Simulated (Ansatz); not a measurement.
Results of LDA (PAW; Ansatz, a program for electronic structure) for zinc-blende InN (metastable phase).

Numerical settings: plane-wave cutoff 520 eV, 24×24×24 k mesh, Fermi–Dirac smearing 0.05 eV, perturbation theory, scalar-relativistic PAW data made under PBE.

Computed at the level's own relaxed cell.

InN has the cubic space group F-43m (No. 216), the zinc blende structure, Pearson symbol cF8. Conventional cell: a = b = c = 4.940 Å, α = β = γ = 90.00°. In on 4a sees 4 N at 2.139 Å (tetrahedral). N on 4c sees 4 In at 2.139 Å (tetrahedral). (Neighbours: up to the widest gap in distance over summed covalent radii, below 1.35, at either atom; cation-cation and far metal-metal contacts left out.)
(The calculation used a cell of 2 atoms; values per cell refer to that cell.)

Harmonic phonon frequencies (cm⁻¹; i marks an imaginary mode; at Γ without the LO shift):

```tsv
q point	frequencies
Γ	0 0 0 468 468 468
X	118 118 233 527 527 580
L	82 82 229 494 494 585
W	132 153 206 535 551 567
```

No imaginary mode appears at these points.

Note: the solid has no gap at this level, which affects its response.
